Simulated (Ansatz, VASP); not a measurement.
**Two plane-wave programs on TaN**

Contents of INCAR:

```
PREC = Accurate
ENCUT = 520
EDIFF = 1E-6
ISMEAR = 0
SIGMA = 0.15
LREAL = F
LASPH = T
NELM = 60
ALGO = Normal
ISIF = 2
LWAVE = F
LCHARG = T
GGA = PS
LELF = T
LVHAR = T
NBANDS = 15
```

KPOINTS

```
Automatic mesh
0
Gamma
  24 24 20
```

POSCAR

```
TaN
1.0
    3.0409486065      0.0000000000      0.0000000000
   -1.5204743033      2.6335387449      0.0000000000
    0.0000000000      0.0000000000      2.6410694312
Ta N
1 1
Direct
    0.3333333333      0.6666666667      0.5000000000
    0.0000000000      0.0000000000      0.0000000000
```

Input for Ansatz:

```yaml
crystal:
  lattice:
    - [3.0409486065, 0.0, 0.0]
    - [-1.5204743033, 2.6335387449, 0.0]
    - [0.0, 0.0, 2.6410694312]
  atoms:
    - { symbol: Ta, position: [0.3333333333, 0.6666666667, 0.5] }
    - { symbol: "N", position: [0.0, 0.0, 0.0] }
basis:
  ecutwfc: 420
kpoints:
  mp_grid: { grid: [24, 24, 20] }
hamiltonian:
  xc: pbesol
scf:
  occupations: { method: gaussian, width: 0.15 }
output:
  forces: true
  stress: true
  eigenvalues: true
```

Change from the starting cell: strain +0.040 along x and y, -0.080 along z, atoms carried along.

Alike in both runs: task single point; functional PBEsol; k mesh 24 × 24 × 20; occupations gaussian, width 0.15 eV; no spin polarisation.

```csv
,VASP,Ansatz
version,VASP 6.6.1,Ansatz 0.2.0
potentials or method,"VASP PAW PBE potentials, release 64 (Ta_pv, N)","scalar-relativistic, plane waves, PAW"
plane-wave cutoff (eV),520,420
valence electrons in the cell,16,18
```

|  | VASP | Ansatz | Ansatz less VASP |
| --- | --- | --- | --- |
| gap on the k mesh at the Fermi level (eV) | none | none | - |
| pressure (GPa) | 10.1 | 9.1 | -0.99 |
| largest component of the traceless stress (GPa) | 58.03 | 57.79 | -0.242 |

A gap of «none» marks a metal or a gap that the smearing closes. With one functional, cell and mesh, what is left measures potentials, basis and numerics. The two sets of potentials don't hold the same shells in valence.

Caveats: the PAW data sets were made with another functional, which shifts forces and pressure a little (VASP). The runs have no spin-orbit coupling, so splittings on Ta are missing.
